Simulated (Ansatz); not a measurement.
**TaSi₂ (P6_222)**

Theory: DFT PBE, scalar-relativistic, plane waves, PAW in Ansatz 0.2.0.

Cutoff 420 eV; k points 12×12×6 on the computed 9-atom cell (Γ-centred); Gaussian smearing, width 0.10 eV; no spin polarisation.

The structure is relaxed at this level of theory with its symmetry kept. Whether it is the stable form of this composition wasn't checked.

The structure is hexagonal, space group P6_222 (No. 180). Conventional cell: a = 4.806 Å, b = 4.806 Å, c = 6.597 Å, α = 90.00°, β = 90.00°, γ = 120.00°. Ta (site symmetry 222) has 10 Si at 2.62 to 2.84 Å as nearest neighbours. Si (site symmetry 2) is surrounded by 5 Si at 2.57 to 2.84 Å and 5 Ta at 2.62 to 2.84 Å.

* Volume per atom: 98.9 bohr³
* Formation energy from the elements' standard states (uncorrected): -0.479 eV/atom
* Kohn–Sham band gap: none (metal)
* Density of states at the Fermi level: 3.20 states/eV per cell
* Löwdin character within 0.5 eV of the Fermi level: Ta 5d 68 %, Si 3p 23 %, unprojected 5 %
* Bulk modulus: 183 GPa
* Its pressure derivative: 4.4
* Bader charges (e): Ta (3 in the cell) 0.87, Si (6 in the cell) -0.43

Spin-orbit coupling is left out, which matters for the bands of heavy elements.